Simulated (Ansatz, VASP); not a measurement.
**Li2F3 in VASP and in Ansatz**

INCAR

```
SYSTEM = Li2F3
ALGO = Normal ; EDIFF = 1E-7
ENCUT = 520 ; GGA = PE
ISIF = 2 ; ISMEAR = 0
LASPH = .TRUE. ; LCHARG = .FALSE.
LREAL = .FALSE. ; LWAVE = .FALSE.
NBANDS = 22 ; NELM = 60
PREC = Accurate ; SIGMA = 0.1
```

Contents of KPOINTS:

```
k-points
0
G
  6 6 4
  0 0 0
```

POSCAR

```
Li2F3
1.0
    3.7202385807      0.0000000000      0.0000000000
   -1.8601192904      3.2218211190      0.0000000000
    0.0000000000      0.0000000000      4.4918450054
Li F
2 3
Direct
    0.3333333333      0.6666666667      0.1380000000
    0.6666666667      0.3333333333      0.8620000000
    0.0000000000      0.0000000000      0.0000000000
    0.3333333333      0.6666666667      0.6250000000
    0.6666666667      0.3333333333      0.3750000000
```

Input for Ansatz:

```yaml
crystal:
  lattice:
    - [3.7202385807, 0.0, 0.0]
    - [-1.8601192904, 3.221821119, 0.0]
    - [0.0, 0.0, 4.4918450054]
  atoms:
    - { symbol: Li, position: [0.3333333333, 0.6666666667, 0.138] }
    - { symbol: Li, position: [0.6666666667, 0.3333333333, 0.862] }
    - { symbol: F, position: [0.0, 0.0, 0.0] }
    - { symbol: F, position: [0.3333333333, 0.6666666667, 0.625] }
    - { symbol: F, position: [0.6666666667, 0.3333333333, 0.375] }
basis:
  ecutwfc: 420
kpoints:
  mp_grid: { grid: [6, 6, 4] }
hamiltonian:
  xc: pbe
scf:
  occupations: { method: gaussian, width: 0.1 }
  lower_state_search: "off"
output:
  forces: true
  stress: true
  eigenvalues: true
```

Alike in both runs: task single point; functional PBE; k mesh 6 × 6 × 4; occupations gaussian, width 0.1 eV; no spin polarisation.

|  | VASP | Ansatz |
| --- | --- | --- |
| version | VASP 6.6.1 | Ansatz 0.2.0 |
| potentials or method | VASP PAW PBE potentials, release 64 (Li_sv, F) | scalar-relativistic, plane waves, PAW |
| plane-wave cutoff (eV) | 520 | 420 |
| valence electrons in the cell | 27 | 27 |

```tsv
	VASP	Ansatz	Ansatz less VASP
gap on the k mesh at the Fermi level (eV)	none	none	-
rms of the force components (eV/Å)	0.472	0.471	-0.0015
```

Atom by atom the forces differ by 0.002 eV/Å (rms over components). A gap of «none» marks a metal or a gap that the smearing closes. The functional is the same, so the differences come from potentials, cutoffs and numerics.

Caveats: an odd number of electrons without spin polarisation forces a metal; a magnetic or distorted state may lie lower.
